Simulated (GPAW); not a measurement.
ZrO2:

```
Zr O
1.0
     3.59610    0.00000    0.00000
     0.00000    3.59610    0.00000
     0.00000    0.00000    5.17700
Zr O
2 4
Direct
  0.50000 0.50000 0.50000
  0.00000 0.00000 0.00000
  0.50000 0.00000 0.79700
  0.50000 0.00000 0.29700
  0.00000 0.50000 0.70300
  0.00000 0.50000 0.20300
```

Base run:

| Property | Result |
| --- | --- |
| Program | GPAW 26.7.0 |
| Functional | PBE |
| Potentials or basis | GPAW PAW data sets (gpaw-data 1.2.1) |
| Cutoff | 800 eV |
| Basis | pw |
| k mesh | 7 × 7 × 5 |
| Occupations | fermi-dirac, width 0.05 eV |
| Spin | no spin polarisation |
| Hubbard terms | Zr d U = 1 eV |

Its results: band gap on the k mesh 4.31 eV, indirect (least direct gap 4.42 eV); pressure 5.3 GPa; largest force 0.054 eV/Å.

Problem. After a change of settings the same cell gave: band gap on the k mesh 4.93 eV, indirect (least direct gap 5.03 eV); pressure 9.8 GPa; largest force 0.323 eV/Å. Which change was it?
A. hubbard terms from Zr d U = 1 eV to Zr d U = 3 eV
B. hubbard terms from Zr d U = 1 eV to Zr d U = 4 eV
C. hubbard terms from Zr d U = 1 eV to none

Solution. A.

Caveats: an odd mesh through Γ misses points on the zone boundary, where band edges often lie.
